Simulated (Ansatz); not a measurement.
Start from AlSb in the zinc blende structure (space group F-43m, No. 216; a = 6.226 Å).

Level of theory: PBE, PAW, 420 eV (Ansatz, a program for electronic structure; scalar-relativistic without spin-orbit coupling), earlier PAW set.

One change was made to it. Results:

The valley order (the lowest conduction-band minima on the path, energy above the VBM, named in the base's zone) changes from L along ⟨111⟩ 1.24 eV; a point along ⟨100⟩, about 0.9 Å⁻¹ from Γ 1.27 eV; Γ 1.28 eV to a point along ⟨100⟩, about 0.9 Å⁻¹ from Γ 1.15 eV; L along ⟨111⟩ 1.46 eV; Γ 1.88 eV; the shortest interatomic distance drops by 6.83 pm to 262.7 pm.

Question: Which change produced these results?
A) pressure 4.5 GPa
B) pressure −2 GPa
C) pressure 0.9 GPa

Answer: A, pressure 4.5 GPa. For comparison, the valley order in the other runs: pressure 0.9 GPa gives a point along ⟨100⟩, about 0.9 Å⁻¹ from Γ 1.25 eV; L along ⟨111⟩ 1.29 eV; Γ 1.41 eV; pressure −2 GPa gives Γ 0.94 eV; L along ⟨111⟩ 1.12 eV; a point along ⟨100⟩, about 0.9 Å⁻¹ from Γ 1.32 eV.

With Sb present, leaving out spin-orbit coupling can change the band edges. The levels and masses belong to the bands next to the band gap. Load acts through the strain it causes; cell and atoms are relaxed under it. Whether these cells are dynamically stable was not tested. Tetrahedral semiconductors of this kind turn to denser phases somewhere between about 1 and 50 GPa; those were not computed, so compressed cells here can lie past the real transition.
